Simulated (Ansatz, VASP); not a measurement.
Pt: VASP beside Ansatz

```
Pt
1.0
     0.00000    1.68894    1.68894
     1.68894    0.00000    1.68894
     1.68894    1.68894    0.00000
Pt
1
Direct
  0.00000 0.00000 0.00000
```

Change from the starting cell: volume scaled by 0.64, LAPW.

Alike in both runs: task single point; functional PBEsol; k mesh 17 × 17 × 17; occupations fermi-dirac, width 0.1 eV; no spin polarisation.

```csv
,VASP,Ansatz
version,VASP 6.6.1,Ansatz 0.2.0
potentials or method,"VASP PAW PBE potentials, release 64 (Pt), cutoff 520 eV","all-electron LAPW, scalar-relativistic"
```

```csv
,VASP,Ansatz,Ansatz less VASP
pressure (GPa),407.7,401.1,-6.55
```

Ansatz ran all-electron here, so the differences hold the error of VASP's frozen core and of both bases.

Caveats: the cell as given lies far from equilibrium; so large a pressure means that the cell lies far from this level's equilibrium, or that cutoff or potentials fall short (VASP); the potentials were made for another functional, which shifts forces and pressure (VASP). Spin-orbit coupling is left out, which matters for the levels of Pt.
